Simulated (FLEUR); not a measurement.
**SnSe2: band structure with r2SCAN**

The system is SnSe2.

```xyz
3
Lattice="3.8110 0.0000 0.0000 -1.9055 3.3004 0.0000 0.0000 0.0000 6.1360" Properties=species:S:1:pos:R:3 pbc="T T T"
Sn    0.0000    0.0000    0.0000
Se    1.9055    1.1001    4.6081
Se    0.0000    2.2003    1.5279
```

```
Program                  : FLEUR MaX-R8.1 (later development tree)
Task                     : band structure
Functional               : r2SCAN
Potentials or basis      : all-electron
Basis                    : FLAPW
Kmax                     : 4.3 1/bohr
k mesh                   : 8 × 8 × 5
Occupations              : fermi-dirac, width 0.05 eV
Spin                     : no spin polarisation
Gmax                     : 13.3 1/bohr
Muffin-tin radii         : Sn 2.41, Se 2.28 bohr
lmax                     : Sn 10, Se 9
lnonsphr                 : Sn 10, Se 9
Local orbitals a species : Sn 5, Se 4
Max iterations           : 80
Mixing factor            : 0.05
Mixer                    : Anderson
Mixer history            : 30
Density convergence      : 0.0001 me/bohr^3
```

| Item | Value |
| --- | --- |
| Band gap on the k mesh | 1.10 eV, indirect (least direct gap 1.55 eV) |
| Band gap along the path | 1.05 eV, indirect (least direct gap 1.55 eV) |
| Valence electrons inside the program's atomic spheres | Sn 19.59; Se 14.18 (radii Sn 2.41, Se 2.28 bohr) |

Levels at the corners of the path, in eV from the valence-band top:
| point | band 25 | band 26 | band 27 | band 28 | band 29 | band 30 |
| --- | --- | --- | --- | --- | --- | --- |
| Γ | -0.44 | -0.44 | -0.04 | 1.51 | 3.43 | 5.02 |
| M | -2.79 | -1.21 | -0.35 | 1.39 | 4.28 | 5.88 |
| K | -3.46 | -1.57 | -1.57 | 1.69 | 7.19 | 7.19 |
| Γ | -0.44 | -0.44 | -0.04 | 1.51 | 3.43 | 5.02 |
| A | -0.85 | -0.28 | -0.28 | 2.81 | 3.41 | 4.75 |
| L | -2.04 | -0.86 | -0.74 | 1.12 | 4.71 | 5.28 |
| H | -3.84 | -0.42 | -0.42 | 2.84 | 5.25 | 5.25 |
| A | -0.85 | -0.28 | -0.28 | 2.81 | 3.41 | 4.75 |
| L | -2.04 | -0.86 | -0.74 | 1.12 | 4.71 | 5.28 |
| M | -2.79 | -1.21 | -0.35 | 1.39 | 4.28 | 5.88 |
| K | -3.46 | -1.57 | -1.57 | 1.69 | 7.19 | 7.19 |
| H | -3.84 | -0.42 | -0.42 | 2.84 | 5.25 | 5.25 |

Core levels (eV from the Fermi level):
```
atom                                                                                                                             levels
1 Sn  1s1/2 -28992.5, 2s1/2 -4371.6, 2p1/2 -4082.5, 2p3/2 -3851.9, 3s1/2 -839.8, 3p1/2 -722.5, 3p3/2 -680.4, 3d3/2 -473.3, 3d5/2 -464.6
2 Se                              1s1/2 -12495.0, 2s1/2 -1599.5, 2p1/2 -1433.9, 2p3/2 -1392.1, 3s1/2 -206.6, 3p1/2 -149.9, 3p3/2 -144.1
3 Se                              1s1/2 -12495.0, 2s1/2 -1599.5, 2p1/2 -1433.9, 2p3/2 -1392.1, 3s1/2 -206.6, 3p1/2 -149.9, 3p3/2 -144.1
```

Run time: 3.9 min on 1 thread of Arm Neoverse V1, with other jobs on the host, peak memory 0.11 GiB.

Caveat: the meta-GGA is that of a development version, with a GGA for the radial functions and cores and without core tails; spin-orbit coupling is left out, which moves the levels of the heavy elements.
